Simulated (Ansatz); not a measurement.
BAs:

```xyz
2
Lattice="0.0000 2.3885 2.3885 2.3885 0.0000 2.3885 2.3885 2.3885 0.0000" Properties=species:S:1:pos:R:3 pbc="T T T"
As    3.5827    3.5827    3.5827
B     0.0000    0.0000    0.0000
```

Base run:

```yaml
Program: Ansatz 0.2.0
Functional: PBE0
Potentials_or_basis: all-electron PAW datasets made for the crystal
Cutoff: 380 eV (chosen from the basis error)
k_mesh: 6 × 6 × 6
Occupations: fermi-dirac, width 0.05 eV
Spin: no spin polarisation
```

Its results: band gap on the k mesh 2.61 eV, indirect (least direct gap 4.80 eV); pressure -0.6 GPa.

The run is repeated on the same cell with these changes: functional from PBE0 to PBE; cutoff from 380 eV (chosen from the basis error) to 260 eV (chosen from the basis error). What comes out?

Band gap on the k mesh 1.28 eV, indirect (least direct gap 3.28 eV); pressure 2.8 GPa.

PBE0 gives the wider gap, since exact exchange removes part of the self-interaction.

A k mesh can miss the band edges.

The runs don't all hold the same shells in valence.
